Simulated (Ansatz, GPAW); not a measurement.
TaN: 3 runs at one level of theory

```
CELL_PARAMETERS angstrom
2.93800 0.00000 0.00000
-1.46900 2.54438 0.00000
0.00000 0.00000 2.88300
ATOMIC_POSITIONS crystal
Ta 0.00000 0.00000 0.50000
N 0.66667 0.33333 0.00000
```

Alike in all runs: task single point; functional LDA; k mesh 10 × 10 × 9; occupations gaussian, width 0.02 eV; no spin polarisation; no spin-orbit coupling. LDA stands for any of its common fits. Pressure is positive in compression and, in plane waves, holds the error of the finite cutoff, which Ansatz's Pulay term estimates and takes out.

```json
{"program and potentials": "Ansatz, Ansatz PAW", "plane-wave cutoff (eV)": "420", "notes": "potentials made for PBE, which Ansatz adapts in part; Pulay term of +0.57 GPa included", "pressure (GPa)": "-11.57"}
{"program and potentials": "Ansatz, all-electron LAPW, scalar-relativistic", "plane-wave cutoff (eV)": "-", "notes": "-", "pressure (GPa)": "-11.50"}
{"program and potentials": "GPAW, the program's PAW data sets (release 1.2.1) made for this functional", "plane-wave cutoff (eV)": "800", "notes": "-", "pressure (GPa)": "-13.02"}
```

The pressure spans -13.02 (GPAW, the program's PAW data sets (release 1.2.1) made for this functional) to -11.50 GPa (Ansatz, all-electron LAPW, scalar-relativistic), with all-electron results at -11.50. The cell lies far from this level's equilibrium.

The functional is the same throughout but for its coding, so the spread measures potentials, basis and numerics; runs on potential files found faulty are left out.
